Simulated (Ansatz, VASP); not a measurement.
# Two plane-wave programs on TiC

The input INCAR:

```
ALGO     = Normal         # electronic algorithm
EDIFF    = 1E-8           # SCF threshold, eV
ENCUT    = 520            # plane-wave cutoff, eV
GGA      = PE             # functional
ISIF     = 2              # what is computed and relaxed
ISMEAR   = -1             # smearing method
LASPH    = True           # aspherical terms in the spheres
LCHARG   = False          # write CHGCAR
LEFG     = True         
LREAL    = False          # projectors in reciprocal space
LWAVE    = False          # write WAVECAR
NBANDS   = 15             # bands
NELM     = 80             # most SCF steps
PREC     = Accurate       # precision mode
SIGMA    = 0.03           # smearing width, eV
```

File KPOINTS:

```
k-points
0
Gamma
  14 14 14
```

POSCAR

```
TiC
1.0
    0.0000000000      2.2019700150      2.2019700150
    2.2019700150      0.0000000000      2.2019700150
    2.2019700150      2.2019700150      0.0000000000
Ti C
1 1
Direct
    0.0000000000      0.0000000000      0.0000000000
    0.5000000000      0.5000000000      0.5000000000
```

Input for Ansatz:

```yaml
crystal:
  lattice:
    - [0.0, 2.201970015, 2.201970015]
    - [2.201970015, 0.0, 2.201970015]
    - [2.201970015, 2.201970015, 0.0]
  atoms:
    - { symbol: Ti, position: [0.0, 0.0, 0.0] }
    - { symbol: C, position: [0.5, 0.5, 0.5] }
kpoints:
  mp_grid: { grid: [14, 14, 14] }
scf:
  occupations: { method: fermi_dirac, width: 0.03 }
hamiltonian:
  xc: pbe
  pseudopotentials: { kind: paw }
output:
  forces: true
  stress: true
  eigenvalues: true
  efg: { contact_densities: true }
```

Change from the starting cell: volume scaled by 1.05, PAW files.

Alike in both runs: task electric field gradients; functional PBE; k mesh 14 × 14 × 14; occupations fermi-dirac, width 0.03 eV; no spin polarisation.

```csv
,VASP,Ansatz
version,VASP 6.6.1,Ansatz 0.2.0
potentials or method,"VASP PAW PBE potentials, release 64 (Ti_sv, C)","PAW with Ansatz's default frozen-core files, scalar-relativistic"
plane-wave cutoff (eV),520,420
valence electrons in the cell,16,16
```

|  | VASP | Ansatz | Ansatz less VASP |
| --- | --- | --- | --- |
| pressure (GPa) | -10.8 | -11.1 | -0.25 |
| Vzz of the field gradient on the site that differs most (V/Å²) | 0.0 | 0.0 | 0.00 |
